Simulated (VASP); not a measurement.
# As: single point with PBE

As:

```
As
1.0
     2.71004   -0.01738   -0.01186
    -0.01738    2.72970    0.03326
    -0.01186    0.03326    2.67219
As
1
Cartesian
  1.2979 1.3880 1.3375
```

The cell isn't the ideal one: cell strained at random at fixed volume.

* Program: VASP 6.6.1
* Task: single point
* Functional: PBE
* Potentials or basis: VASP PAW PBE potentials, release 64 (As)
* Cutoff: 520 eV
* k mesh: 10 × 10 × 10
* Occupations: fermi-dirac, width 0.05 eV
* Spin: no spin polarisation
* Further INCAR settings: ALGO = Normal; EDIFF = 1e-07; NBANDS = 8

```json
{"Pressure": "2.4 GPa", "Band gap on the k mesh": "none (metal or under the smearing width)"}
```

Stress tensor (GPa, compression positive):
```
 1.99  0.28  0.43
 0.28  0.59 -0.86
 0.43 -0.86  4.66
```

Levels at points of the mesh, in eV from the Fermi level:
| k point | band 1 | band 2 | band 3 | band 4 | band 5 | band 6 |
| --- | --- | --- | --- | --- | --- | --- |
| (0.00, 0.00, 0.00) | -14.92 | 3.89 | 4.14 | 4.65 | 8.41 | 8.67 |
| (0.50, 0.00, 0.00) | -11.81 | -6.86 | 6.16 | 6.91 | 11.20 | 14.20 |
| (0.00, 0.50, 0.00) | -11.92 | -6.85 | 6.32 | 6.79 | 11.19 | 14.36 |
| (0.50, 0.50, 0.00) | -8.69 | -4.35 | -4.13 | 2.55 | 8.93 | 16.51 |
| (0.00, 0.00, 0.50) | -11.58 | -6.90 | 6.31 | 6.58 | 11.23 | 14.01 |
| (0.50, 0.00, 0.50) | -8.32 | -4.30 | -4.03 | 2.61 | 8.45 | 16.18 |
| (0.00, 0.50, 0.50) | -8.45 | -4.44 | -3.94 | 2.60 | 8.62 | 16.41 |
| (0.50, 0.50, 0.50) | -4.87 | -2.06 | -1.71 | -1.50 | 5.74 | 6.05 |

Wall time 23 s on 1 thread of Intel(R) Xeon(R) 6975P-C (Granite Rapids), with other jobs on the host, peak memory 0.18 GiB.
